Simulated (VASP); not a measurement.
A run of VASP 6.6.1 is set up as follows.

INCAR

```
SYSTEM = LiHF2
PREC     = Accurate       ! precision mode
ENCUT    = 520            ! plane-wave cutoff, eV
EDIFF    = 1E-6           ! SCF threshold, eV
ISMEAR   = -1             ! smearing method
SIGMA    = 0.03           ! smearing width, eV
LREAL    = .FALSE.        ! projectors in reciprocal space
LASPH    = .TRUE.         ! aspherical terms in the spheres
NELM     = 100            ! most SCF steps
ALGO     = Fast           ! electronic algorithm
ISIF     = 2              ! what is computed and relaxed
LWAVE    = .FALSE.        ! write WAVECAR
LCHARG   = .FALSE.        ! write CHGCAR
GGA      = PS             ! functional
NBANDS   = 17             ! bands
```

File KPOINTS:

```
Automatic mesh
0
G
  8 8 6
  0 0 0
```

POSCAR

```
LiHF2
1.0
    2.6982431430      0.0000000000      0.0000000000
    0.0000000000      2.6982431430      0.0000000000
    0.0000000000      0.0000000000      3.6195139525
Li H F
1 1 2
Direct
    0.0000000000      0.0000000000      0.0000000000
    0.5000000000      0.5000000000      0.5000000000
    0.0000000000      0.0000000000      0.5000000000
    0.5000000000      0.5000000000      0.0000000000
```

Potentials or basis: VASP PAW PBE potentials, release 64 (Li_sv, H, F).

The run is started by

```bash
$ cat potpaw_PBE.64/Li_sv/POTCAR potpaw_PBE.64/H/POTCAR potpaw_PBE.64/F/POTCAR > POTCAR
$ mpirun -np 1 vasp_std > vasp.out
```

Question: Estimate the band gap on the k mesh.

Answer: 1.99 eV, direct.

 Expect the measured gap to be larger: semilocal functionals such as PBEsol lack the derivative discontinuity.
